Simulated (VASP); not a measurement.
Crystal: BaS.

```xyz
2
Lattice="3.8998 0.0661 0.0661 0.0661 3.8998 0.0661 0.0661 0.0661 3.8998" Properties=species:S:1:pos:R:3 pbc="T T T"
Ba    0.0000    0.0000    0.0000
S     2.0160    2.0160    2.0160
```

The cell was built by a generator and needn't be a form met in nature.

The cell isn't the ideal one: shear_111 strain +5.2%.

Base run:

- Program: VASP 6.6.1
- Functional: HSE06
- Potentials or basis: VASP PAW PBE potentials, release 64 (Ba_sv, S)
- Cutoff: 520 eV
- k mesh: 4 × 4 × 4
- Occupations: gaussian, width 0.01 eV
- Spin: no spin polarisation

Its results: band gap on the k mesh 2.42 eV, indirect (least direct gap 2.56 eV); pressure -1.7 GPa.

Q: The run is repeated on the same cell with these changes: functional from HSE06 to r2SCAN; k mesh from 4 × 4 × 4 to 6 × 6 × 6. What comes out?

A: Band gap on the k mesh 1.89 eV, indirect (least direct gap 2.02 eV); pressure -1.3 GPa.

Several settings changed at once, so the effect can't be laid on one alone.

Caveats: the PAW data sets were made with another functional, which shifts forces and pressure a little; spin-orbit coupling is left out, which moves the levels of the heavy elements.

A k mesh can miss the band edges.
